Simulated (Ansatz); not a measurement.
# Strain response of WS$_{2}$

All numbers below come from Ansatz, DFT PBEsol, scalar-relativistic, plane waves, PAW. (420 eV cutoff, 12×12×2 k-mesh, Gaussian smearing of 0.02 eV, no spin polarisation)

Reference structure (relaxed):

```
CELL_PARAMETERS angstrom
3.14728 0.00000 0.00000
-1.57364 2.72562 0.00000
0.00000 0.00000 19.15495
ATOMIC_POSITIONS crystal
W 0.66667 0.33333 0.33266
W 0.33333 0.66667 0.66599
W 0.00000 0.00000 0.99933
S 0.33333 0.66667 0.25085
S 0.66667 0.33333 0.08112
S 0.00000 0.00000 0.58419
S 0.33333 0.66667 0.41445
S 0.66667 0.33333 0.91752
S 0.00000 0.00000 0.74778
```

Deformation: biaxial strain in the a-b plane, with the length and tilt of c and the atoms relaxed, all within the symmetry that the strain leaves. Energies are extrapolated to zero smearing. Gaps are Kohn–Sham gaps over the whole zone.

Spin-orbit coupling is left out, which matters for the bands and energies of heavy elements.

```
strain (%)  ΔE (meV/atom) a (Å) b (Å) c (Å) gap (eV)
      -4.5           73.4  3.006  3.006  19.737      1.34
      -3.0           31.6  3.053  3.053  19.527      1.33
      -1.5            7.7  3.100  3.100  19.330      1.23
      +0.0            0.0  3.147  3.147  19.155      1.15
      +1.5            7.2  3.194  3.194  18.932      1.02
      +3.0           27.9  3.242  3.242  18.737      0.68
      +4.5           61.1  3.289  3.289  18.548      0.39
```

Question: What stiffness (1/V) d²E/dε² at zero strain does a cubic fit over all points give?

Answer: A cubic fit gives (1/V) d²E/dε² = 583 GPa at zero strain (twice the biaxial modulus).

Question: How does the free axis c answer a small strain?

Answer: Between the innermost points its strain is -0.69 times the applied one.

Question: How fast does the gap move with strain on either side?

Answer: -51 meV per percent on the compressed side and -89 meV per percent on the stretched side.

This form isn't the usual stable structure of the compound.